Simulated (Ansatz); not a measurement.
Geometry optimisation in Ansatz: input, command and trajectory.

```yaml
crystal:
  lattice:
    - [2.5047586078, 1.4461230565, 4.3971343411]
    - [-2.5047586078, 1.4461230565, 4.3971343411]
    - [0.0, -2.8922461129, 4.3971343412]
  atoms:
    - { symbol: Li, position: [0.25, 0.25, 0.25] }
    - { symbol: Li, position: [0.75, 0.75, 0.75] }
    - { symbol: Nb, position: [0.0, 0.0, 0.0] }
    - { symbol: Nb, position: [0.5, 0.5, 0.5] }
    - { symbol: O, position: [0.1157159082, 0.3842840918, 0.75] }
    - { symbol: O, position: [0.75, 0.1157159082, 0.3842840918] }
    - { symbol: O, position: [0.3842840918, 0.75, 0.1157159082] }
    - { symbol: O, position: [0.25, 0.8842840918, 0.6157159082] }
    - { symbol: O, position: [0.8842840918, 0.6157159082, 0.25] }
    - { symbol: O, position: [0.6157159082, 0.25, 0.8842840918] }
basis:
  ecutwfc: 420
kpoints:
  mp_grid: { grid: [6, 6, 6] }
hamiltonian:
  xc: pbe
scf:
  occupations: { method: gaussian, width: 0.02 }
output:
  forces: true
  stress: true
  eigenvalues: true
  write_density: true
  write_potential: true
  elf: true
  volumetric_format: npy
relax:
  adjacent_minimum: "off"
  f_tol: 0.01
  max_steps: 30
  cell: { stress_tol: 0.1, fix: [volume] }
```

```bash
ansatz run input.yaml --threads 2 --pin off --max-ram 5120MiB --backend cpu --events-out ev --progress --plain --runs-dir out
```

The calculation used Ansatz 0.2.0, DFT PBE, scalar-relativistic, plane waves, PAW.

The volume is held at 0.88 times that of the relaxed cell.

Of 4 frames 3 are shown, positions in Å and forces in eV/Å; the SCF threshold varies from step to step. Steps run on the plane waves of an earlier cell, with a Pulay correction in the pressure. The basis is chosen afresh for the last frame, the zero of the energies, and at times for earlier ones too; energy and pressure step there, also at an unchanged geometry.

```xyz
10
Lattice="2.5048 1.4461 4.3971 -2.5048 1.4461 4.3971 0.0000 -2.8922 4.3971" Properties=species:S:1:pos:R:3:forces:R:3 pbc="T T T" step=1 free_energy_over_end_meV_per_atom=2.12 pressure_GPa=27.32
Li    0.0000    0.0000    3.2979    0.0000    0.0000    0.0000
Li    0.0000    0.0000    9.8936    0.0000    0.0000    0.0000
Nb    0.0000    0.0000    0.0000    0.0000    0.0000    0.0000
Nb    0.0000    0.0000    6.5957    0.0000    0.0000    0.0000
O    -0.6727   -1.4461    5.4964   -0.3035    0.0000    0.0000
O     1.5887    0.1405    5.4964    0.1518   -0.2629    0.0000
O    -0.9160    1.3056    5.4964    0.1518    0.2629    0.0000
O    -1.5887   -0.1405    7.6950   -0.1518    0.2629    0.0000
O     0.6727    1.4461    7.6950    0.3035    0.0000    0.0000
O     0.9160   -1.3056    7.6950   -0.1518   -0.2629    0.0000
10
Lattice="2.5149 1.4520 4.3618 -2.5149 1.4520 4.3618 0.0000 -2.9040 4.3618" Properties=species:S:1:pos:R:3:forces:R:3 pbc="T T T" step=2 free_energy_over_end_meV_per_atom=0.44 pressure_GPa=25.67
Li    0.0000    0.0000    3.2713    0.0000    0.0000    0.0000
Li    0.0000    0.0000    9.8140    0.0000    0.0000    0.0000
Nb    0.0000    0.0000    0.0000    0.0000    0.0000    0.0000
Nb    0.0000    0.0000    6.5426    0.0000    0.0000    0.0000
O    -0.6904   -1.4520    5.4522   -0.0965    0.0000    0.0000
O     1.6027    0.1281    5.4522    0.0482   -0.0835    0.0000
O    -0.9122    1.3239    5.4522    0.0482    0.0835    0.0000
O    -1.6027   -0.1281    7.6331   -0.0482    0.0835    0.0000
O     0.6904    1.4520    7.6331    0.0965    0.0000    0.0000
O     0.9122   -1.3239    7.6331   -0.0482   -0.0835    0.0000
10
Lattice="2.5080 1.4480 4.3859 -2.5080 1.4480 4.3859 0.0000 -2.8960 4.3859" Properties=species:S:1:pos:R:3:forces:R:3 pbc="T T T" step=4 free_energy_over_end_meV_per_atom=0.00 pressure_GPa=25.14
Li    0.0000    0.0000    3.2894    0.0000    0.0000    0.0000
Li    0.0000    0.0000    9.8682    0.0000    0.0000    0.0000
Nb    0.0000    0.0000    0.0000    0.0000    0.0000    0.0000
Nb    0.0000    0.0000    6.5788    0.0000    0.0000    0.0000
O    -0.6962   -1.4480    5.4824    0.0081    0.0000    0.0000
O     1.6021    0.1211    5.4824   -0.0041    0.0070    0.0000
O    -0.9059    1.3269    5.4824   -0.0041   -0.0070    0.0000
O    -1.6021   -0.1211    7.6753    0.0041   -0.0070    0.0000
O     0.6962    1.4480    7.6753   -0.0081    0.0000    0.0000
O     0.9059   -1.3269    7.6753    0.0041    0.0070    0.0000
```

It took 33 s on 2 threads of Arm Neoverse N1 (shared host), peak memory 0.45 GiB.